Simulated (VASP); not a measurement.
The system is CdS.

```
Cd S
1.0
     0.00000    2.91650    2.91650
     2.91650    0.00000    2.91650
     2.91650    2.91650    0.00000
Cd S
1 1
Direct
  0.00000 0.00000 0.00000
  0.75000 0.75000 0.75000
```

```yaml
Program: VASP 6.6.1
Task: relaxation of cell and atoms
Functional: PBE
Potentials_or_basis: VASP PAW PBE potentials, release 64 (Cd, S)
Cutoff: 520 eV
k_mesh: 8 × 8 × 8
Occupations: gaussian, width 0.1 eV
Spin: no spin polarisation
```

At the start: pressure 3.2 GPa; volume 24.81 Å³/atom.

Question: How do energy, volume and symmetry change on relaxing?

Answer: Over 3 steps the energy falls by 12.9 meV/atom and the volume is 26.16 Å³/atom (+5.4 %); space group F-43m (No. 216, to 0.05 Å).

Step by step:
```csv
step,energy change (eV),largest force (eV/Å),pressure (GPa),volume (Å³)
1,0.0000,0.0000,3.21,49.62
2,-0.0230,0.0000,-0.93,53.27
3,-0.0258,0.0000,0.03,52.31
```

Final structure:
```xyz
2
Lattice="0.0000 2.9684 2.9684 2.9684 0.0000 2.9684 2.9684 2.9684 0.0000" Properties=species:S:1:pos:R:3 pbc="T T T"
Cd    0.0000    0.0000    0.0000
S     4.4526    4.4526    4.4526
```
